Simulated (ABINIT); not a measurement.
# PbSe (Clausthalite) (Fm-3m) in ABINIT: further runs

Aim: see how the results for PbSe (Clausthalite) move with the level of theory and the settings. Levels: PBE, PBEsol. Tasks: single point.

Everything below comes from runs of ABINIT 10.8.3 (patched build). Logs are shortened: lines on timing, memory, paths and dates and some standing lists are left out, and cuts for length are marked. The log counts tension as positive stress, the text compression.

**Measured values to compare with.**

From a printed reference work, monograph, for a bulk crystal of PbSe at 4.2 K: band gap 0.15 eV (direct).

How close the calculation comes is told below.

## (1) The crystal as given

Symmetry: Fm-3m, No. 225, cubic system. Conventional cell: a = 6.121 Å, b = 6.121 Å, c = 6.121 Å, α = 90.00°, β = 90.00°, γ = 90.00°. Around Pb (site symmetry m-3m) lie 6 Se at 3.06 Å. Se (site symmetry m-3m) is surrounded by 6 Pb at 3.06 Å.

## (2) Single point, PBE, spin-orbit coupling, no magnetisation (cell relaxed)

File run.abi:

```
# Pseudopotentials
pp_dirpath "./"
pseudos "Pb.GGA_PBE-JTH.xml, Se.GGA_PBE-JTH.xml"

# Structure
acell 3*1.0 Angstrom
rprim
     0.0000000000     3.1015736600     3.1015736600
     3.1015736600     0.0000000000     3.1015736600
     3.1015736600     3.1015736600     0.0000000000
ntypat 2
znucl 82 34
natom 2
typat 1 2
xred
     0.0000000000     0.0000000000     0.0000000000
     0.5000000000     0.5000000000     0.5000000000
chkprim 0
chksymtnons 0
tolsym 1.0e-6

# Plane-wave basis
ecut 22.0
pawecutdg 44.0

# k points
kptopt 4
ngkpt 6 6 6
nshiftk 1
shiftk 0.0 0.0 0.0

# Exchange and correlation
ixc 11

# Bands and occupations
nband 28
occopt 3
tsmear 0.05 eV

# Spin
nspinor 2
nspden 1
pawspnorb 1

# SCF cycle
nstep 100
tolvrs 1.0e-9

# Output
iomode 3
prtwf 0
prtden 0
prteig 0
prtebands 0
prtvol 2
```

Potentials or basis: JTH PAW PBE v2.0.

Run with:

```sh
abinit run.abi > log 2>&1
```

run.abo:

```text
.Version 10.8.3 of ABINIT
 Symmetries : space group F4 3 2 (#209); Bravais cF (face-center cubic)
================================================================================
 Values of the parameters that define the memory need of the present run
     intxc =       0    ionmov =       0      iscf =      17    lmnmax =      18
     lnmax =       6     mgfft =      36  mpssoang =       3    mqgrid =    3001
     natom =       2  nloc_mem =       2    nspden =       1   nspinor =       2
    nsppol =       1      nsym =      24    n1xccc =       1    ntypat =       2
    occopt =       3   xclevel =       2
       mpw =        2012          nfft =       46656          nkpt =          17
 PAW method is used; the additional fine FFT grid is defined by:
   mgfftf=        50    nfftf =    125000
================================================================================
================================================================================

--------------------------------------------------------------------------------
------------- Echo of variables that govern the present computation ------------
--------------------------------------------------------------------------------
 -outvars: echo values of preprocessed input variables --------
            acell      1.8897261259E+00  1.8897261259E+00  1.8897261259E+00 Bohr
              amu      2.07200000E+02  7.89600000E+01
          chkprim           0
      chksymtnons           0
             ecut      2.20000000E+01 Hartree
              ixc          11
           kptopt           4
         kptrlatt        6    0    0      0    6    0      0    0    6
          kptrlen      4.97332929E+01
            natom           2
            nband          28
            ngfft          36      36      36
          ngfftdg          50      50      50
             nkpt          17
          nspinor           2
            nstep         100
             nsym          24
           ntypat           2
           occopt           3
        pawcpxocc           2
        pawecutdg      4.40000000E+01 Hartree
        pawspnorb           1
         pawxcdev           0
           prtden           0
        prtebands           0
           prteig           0
           prtvol           2
            prtwf           0
            rprim      0.0000000000E+00  3.1015736600E+00  3.1015736600E+00
                       3.1015736600E+00  0.0000000000E+00  3.1015736600E+00
                       3.1015736600E+00  3.1015736600E+00  0.0000000000E+00
          spgroup         209
           tolsym      1.00000000E-06
           tolvrs      1.00000000E-09
           tsmear      1.83746611E-03 Hartree
            typat      1  2
           useylm           1
           xangst      0.0000000000E+00  0.0000000000E+00  0.0000000000E+00
                       3.1015736600E+00  3.1015736600E+00  3.1015736600E+00
            xcart      0.0000000000E+00  0.0000000000E+00  0.0000000000E+00
[... 257 lines left out ...]
   0.28205    0.28205    0.36370    0.36370
      occupation numbers for kpt#   2
   1.00000    1.00000    1.00000    1.00000    1.00000    1.00000    1.00000    1.00000
[... 138 lines left out ...]
      occupation numbers for kpt#  16
   1.00000    1.00000    1.00000    1.00000    1.00000    1.00000    1.00000    1.00000
   1.00000    1.00000    1.00000    1.00000    1.00000    1.00000    1.00000    1.00000
   1.00000    1.00000    1.00000    1.00000    0.00000    0.00000    0.00000    0.00000
   0.00000    0.00000    0.00000    0.00000
 kpt#  17, nband= 28, wtk=  0.05556, kpt= -0.1667  0.5000  0.1667 (reduced coord)
  -0.54160   -0.54160   -0.54127   -0.54127   -0.44908   -0.44908   -0.44725   -0.44725
  -0.44669   -0.44669   -0.31750   -0.31750   -0.16822   -0.16822   -0.00566   -0.00566
   0.00425    0.00425    0.09840    0.09840    0.18177    0.18177    0.27856    0.27856
   0.29963    0.29963    0.40201    0.40202
      occupation numbers for kpt#  17
   1.00000    1.00000    1.00000    1.00000    1.00000    1.00000    1.00000    1.00000
   1.00000    1.00000    1.00000    1.00000    1.00000    1.00000    1.00000    1.00000
   1.00000    1.00000    1.00000    1.00000    0.00000    0.00000    0.00000    0.00000
   0.00000    0.00000    0.00000    0.00000
 Total charge density [el/Bohr^3]
)     Maximum=    1.9644E+00  at reduced coord.    0.0000    0.0000    0.0000
)Next maximum=    1.9095E+00  at reduced coord.    0.0000    0.0200    0.9800
)     Minimum=   -1.6268E-02  at reduced coord.    0.5000    0.5000    0.5000
)Next minimum=   -9.4949E-03  at reduced coord.    0.5000    0.5000    0.4800
   Integrated=    2.0000E+01

--- !EnergyTerms
iteration_state     : {dtset: 1, }
comment             : Components of total free energy in Hartree
kinetic             :  8.40427574925960E+00
hartree             :  2.12452639615975E+01
xc                  : -8.81222721005837E+00
Ewald energy        : -5.31793458313167E+01
psp_core            :  2.71868466184220E+00
local_psp           : -6.69476477484700E+01
PAW spherical_terms :  2.57300222274904E+01
internal            : -7.08409741896554E+01
'-kT*entropy'       : -9.42441012420865E-05
total_energy        : -7.08410684337567E+01
total_energy_eV     : -1.92768367522892E+03
...

--- !EnergyTermsDC
iteration_state     : {dtset: 1, }
comment             : '"Double-counting" decomposition of free energy'
band_energy         : -5.55976233880997E+00
Ewald energy        : -5.31793458313167E+01
psp_core            :  2.71868466184220E+00
xc_dc               : -2.38025172039951E+01
PAW spherical_terms :  8.98196549533220E+00
internal            : -7.08409752169474E+01
'-kT*entropy'       : -9.42441012420865E-05
total_energy_dc     : -7.08410694610487E+01
total_energy_dc_eV  : -1.92768370318297E+03
...

--- !EnergyTermsWithPAWCore
iteration_state     : {dtset: 1, }
comment             : 'Components of total free energy, including PAW core contributions'
Total energy        : -2.33121883225339E+04
Total energy DC     : -2.33121883235612E+04
Total energy (eV)   : -6.34356960683518E+05
Total energy DC (eV): -6.34356960711472E+05
...

 Cartesian components of stress tensor (hartree/bohr^3)
  sigma(1 1)= -1.69416327E-07  sigma(3 2)=  0.00000000E+00
  sigma(2 2)= -1.69416327E-07  sigma(3 1)=  0.00000000E+00
  sigma(3 3)= -1.69416327E-07  sigma(2 1)=  0.00000000E+00

-Cartesian components of stress tensor (GPa)         [Pressure=  4.9844E-03 GPa]
- sigma(1 1)= -4.98440042E-03  sigma(3 2)=  0.00000000E+00
- sigma(2 2)= -4.98440042E-03  sigma(3 1)=  0.00000000E+00
- sigma(3 3)= -4.98440042E-03  sigma(2 1)=  0.00000000E+00

== END DATASET(S) ==============================================================
================================================================================

 -outvars: echo values of variables after computation  --------
            acell      1.8897261259E+00  1.8897261259E+00  1.8897261259E+00 Bohr
           etotal     -7.0841069461E+01
            fcart     -1.1216005677E-32 -1.0094405109E-31  1.0094405109E-31
                       1.1216005677E-32  1.0094405109E-31 -1.0094405109E-31
            rprim      0.0000000000E+00  3.1015736600E+00  3.1015736600E+00
                       3.1015736600E+00  0.0000000000E+00  3.1015736600E+00
                       3.1015736600E+00  3.1015736600E+00  0.0000000000E+00
           strten     -1.6941632685E-07 -1.6941632685E-07 -1.6941632685E-07
                       0.0000000000E+00  0.0000000000E+00  0.0000000000E+00
           xangst      0.0000000000E+00  0.0000000000E+00  0.0000000000E+00
                       3.1015736600E+00  3.1015736600E+00  3.1015736600E+00
             xred      0.0000000000E+00  0.0000000000E+00  0.0000000000E+00
                       5.0000000000E-01  5.0000000000E-01  5.0000000000E-01
 Calculation completed.
```

It took 64 s on 1 thread of AMD EPYC 9R45 (Zen 5), shared host; peak memory 0.15 GiB.

Results:

```
Free energy                                           : -1927.6837 eV
Pressure                                              : 0.0 GPa
Band gap on the k mesh                                : 0.01 eV, direct
Valence electrons inside the program's atomic spheres : Pb 11.33; Se 3.89
```

## (3) Single point, PBEsol

File run.abi:

```
# Pseudopotentials
pp_dirpath "./"
pseudos "Pb.upf, Se.upf"

# Structure
acell 8.1795146323 8.1795146323 8.1795146323
rprim
     0.0000000000     0.7071067812     0.7071067812
     0.7071067812     0.0000000000     0.7071067812
     0.7071067812     0.7071067812     0.0000000000
ntypat 2
znucl 82 34
natom 2
typat 1 2
xcart
     0.0000000000     0.0000000000     0.0000000000
     5.7837902633     5.7837902633     5.7837902633

# Plane-wave basis
ecut 1061.244064 eV

# k points
kptopt 1
ngkpt 6 6 6
nshiftk 1
shiftk 0.0 0.0 0.0

# Exchange and correlation
ixc -116133

# Bands and occupations
nband 19
occopt 3
tsmear 0.00183747

# SCF cycle
nstep 100
tolvrs 1.0e-10

# Output
iomode 3
prtwf 0
prtden 0
prteig 0
prtebands 0
```

Potentials or basis: PseudoDojo NC SR PBEsol v0.4.1 standard.

Run with:

```sh
abinit run.abi > log 2>&1
```

run.abo:

```text
.Version 10.8.3 of ABINIT
 Symmetries : space group Fm -3 m (#225); Bravais cF (face-center cubic)
================================================================================
 Values of the parameters that define the memory need of the present run
     intxc =       0    ionmov =       0      iscf =       7    lmnmax =       6
     lnmax =       6     mgfft =      48  mpssoang =       3    mqgrid =    3001
     natom =       2  nloc_mem =       1    nspden =       1   nspinor =       1
    nsppol =       1      nsym =      48    n1xccc =    2501    ntypat =       2
    occopt =       3   xclevel =       2
       mpw =        4546          nfft =      110592          nkpt =          16
================================================================================
================================================================================

--------------------------------------------------------------------------------
------------- Echo of variables that govern the present computation ------------
--------------------------------------------------------------------------------
 -outvars: echo values of preprocessed input variables --------
            acell      8.1795146323E+00  8.1795146323E+00  8.1795146323E+00 Bohr
              amu      2.07200000E+02  7.89600000E+01
             ecut      3.90000000E+01 Hartree
              ixc     -116133
         kptrlatt        6    0    0      0    6    0      0    0    6
          kptrlen      4.90770878E+01
            natom           2
            nband          19
            ngfft          48      48      48
             nkpt          16
            nstep         100
             nsym          48
           ntypat           2
           occopt           3
           prtden           0
        prtebands           0
           prteig           0
            prtwf           0
            rprim      0.0000000000E+00  7.0710678120E-01  7.0710678120E-01
                       7.0710678120E-01  0.0000000000E+00  7.0710678120E-01
                       7.0710678120E-01  7.0710678120E-01  0.0000000000E+00
          spgroup         225
           tolvrs      1.00000000E-10
           tsmear      1.83747000E-03 Hartree
            typat      1  2
           xangst      0.0000000000E+00  0.0000000000E+00  0.0000000000E+00
[... 116 lines left out ...]
 cartesian coordinates (angstrom) at end:
    1      0.00000000000000     0.00000000000000     0.00000000000000
    2      3.06064999797024     3.06064999797024     3.06064999797024

 cartesian forces (hartree/bohr) at end:
    1     -0.00000000000000    -0.00000000000000    -0.00000000000000
    2     -0.00000000000000    -0.00000000000000    -0.00000000000000
 frms,max,avg= 0.0000000E+00 0.0000000E+00   0.000E+00  0.000E+00  0.000E+00 h/b

 cartesian forces (eV/Angstrom) at end:
    1     -0.00000000000000    -0.00000000000000    -0.00000000000000
    2     -0.00000000000000    -0.00000000000000    -0.00000000000000
 frms,max,avg= 0.0000000E+00 0.0000000E+00   0.000E+00  0.000E+00  0.000E+00 e/A
 length scales=  8.179514632300  8.179514632300  8.179514632300 bohr
              =  4.328412736724  4.328412736724  4.328412736724 angstroms
 Fermi (or HOMO) energy (hartree) =   0.15666   Average Vxc (hartree)=  -0.37572
 Eigenvalues (hartree) for nkpt=  16  k points:
 kpt#   1, nband= 19, wtk=  0.00463, kpt=  0.0000  0.0000  0.0000 (reduced coord)
  -1.58597   -1.58597   -1.58588   -1.58588   -1.58588   -0.46228   -0.46228   -0.46228
  -0.46220   -0.46220   -0.34724   -0.07998    0.08449    0.08449    0.08449    0.32499
   0.32499    0.32499    0.39053
      occupation numbers for kpt#   1
   2.00000    2.00000    2.00000    2.00000    2.00000    2.00000    2.00000    2.00000
   2.00000    2.00000    2.00000    2.00000    2.00000    2.00000    2.00000    0.00000
   0.00000    0.00000    0.00000
 prteigrs : prtvol=0 or 1, do not print more k-points.

--- !EnergyTerms
iteration_state     : {dtset: 1, }
comment             : Components of total free energy in Hartree
kinetic             :  1.12865038068669E+02
hartree             :  4.99273976560504E+01
xc                  : -4.37800210773844E+01
Ewald energy        : -1.10678200336195E+02
psp_core            :  5.69865937028528E+00
local_psp           : -1.38568510064229E+02
non_local_psp       : -6.68821614925492E+01
internal            : -1.91417797875353E+02
'-kT*entropy'       : -4.63561049834170E-05
total_energy        : -1.91417844231458E+02
total_energy_eV     : -5.20874489375524E+03
band_energy         : -2.09903749298918E+01
...

 Cartesian components of stress tensor (hartree/bohr^3)
  sigma(1 1)=  2.73030371E-05  sigma(3 2)=  0.00000000E+00
  sigma(2 2)=  2.73030371E-05  sigma(3 1)=  0.00000000E+00
  sigma(3 3)=  2.73030371E-05  sigma(2 1)=  0.00000000E+00

-Cartesian components of stress tensor (GPa)         [Pressure= -8.0328E-01 GPa]
- sigma(1 1)=  8.03283085E-01  sigma(3 2)=  0.00000000E+00
- sigma(2 2)=  8.03283085E-01  sigma(3 1)=  0.00000000E+00
- sigma(3 3)=  8.03283085E-01  sigma(2 1)=  0.00000000E+00

== END DATASET(S) ==============================================================
================================================================================

 -outvars: echo values of variables after computation  --------
            acell      8.1795146323E+00  8.1795146323E+00  8.1795146323E+00 Bohr
           etotal     -1.9141784423E+02
            fcart     -0.0000000000E+00 -0.0000000000E+00 -0.0000000000E+00
                      -0.0000000000E+00 -0.0000000000E+00 -0.0000000000E+00
            rprim      0.0000000000E+00  7.0710678120E-01  7.0710678120E-01
                       7.0710678120E-01  0.0000000000E+00  7.0710678120E-01
                       7.0710678120E-01  7.0710678120E-01  0.0000000000E+00
           strten      2.7303037094E-05  2.7303037094E-05  2.7303037094E-05
                       0.0000000000E+00  0.0000000000E+00  0.0000000000E+00
           xangst      0.0000000000E+00  0.0000000000E+00  0.0000000000E+00
                       3.0606499980E+00  3.0606499980E+00  3.0606499980E+00
             xred      0.0000000000E+00  0.0000000000E+00  0.0000000000E+00
                       5.0000000000E-01  5.0000000000E-01  5.0000000000E-01
 Calculation completed.
```

It took 47 s on 1 thread of Arm Neoverse V1, shared host; peak memory 0.1 GiB.

Results:

* Free energy: -5208.7449 eV
* Pressure: -0.8 GPa
* Band gap on the k mesh: 0.21 eV, direct
* Valence electrons inside the program's atomic spheres: Pb 10.06; Se 13.21

Caveat: spin-orbit coupling is left out, which as a rule narrows the gap of such compounds by several tenths of an eV.

## (4) How close it comes

Step 3. A measured gap of PbSe is 0.15 eV (direct; 4.2 K; a printed reference work, monograph); the calculated 0.21 eV misses it by +0.06 eV. 2 values of this kind are on record (0.15 to 0.28 eV); this one was drawn at random. Spin-orbit coupling on Pb, Se is left out. The value is that of PBEsol on a finite k mesh, which can miss the band edges, without temperature or zero-point motion.
